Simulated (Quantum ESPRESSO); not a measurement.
Pd under changes of volume

One of the cells (15.547 Å³/atom); the others are scaled copies at fixed shape and fractional positions:

```xyz
1
Lattice="-1.5723 1.5723 1.5723 1.5723 -1.5723 1.5723 1.5723 1.5723 -1.5723" Properties=species:S:1:pos:R:3 pbc="T T T"
Pd    0.0000    0.0000    0.0000
```

This isn't the form of Pd at room conditions, which is fcc.

```yaml
Program: Quantum ESPRESSO 7.5
Functional: LDA
Potentials_or_basis: GBRV 1.5 LDA
Cutoff: 612 eV
Density_cutoff: 4898 eV
k_mesh: 12 × 12 × 12
Occupations: fermi-dirac, width 0.05 eV
Spin: no spin polarisation
```

```csv
volume (Å³/atom),energy over the lowest point (meV/atom),pressure (GPa)
14.614,0.00,-4.7
14.925,12.39,-8.6
15.236,?,?
15.547,57.78,-15.0
15.858,89.08,-17.6
16.169,124.87,-19.8
16.480,164.81,-21.7
```

Q: What does the run at 15.236 Å³/atom give?

A: Energy over the lowest point 31.96 meV/atom; pressure -12.1 GPa.

Worked out: A Birch-Murnaghan fit of order 3 (a polynomial in V^(-2/3)) to the other rows has its minimum at 14.32 Å³/atom, just outside them, with B0 = V·E''(V) = 225 GPa and B' = 5.5. It gives 31.98 meV/atom at 15.236 Å³/atom, against the run's 31.96, and -dE/dV = -11.8 GPa, against -12.1.

Energies are extrapolated to zero smearing.
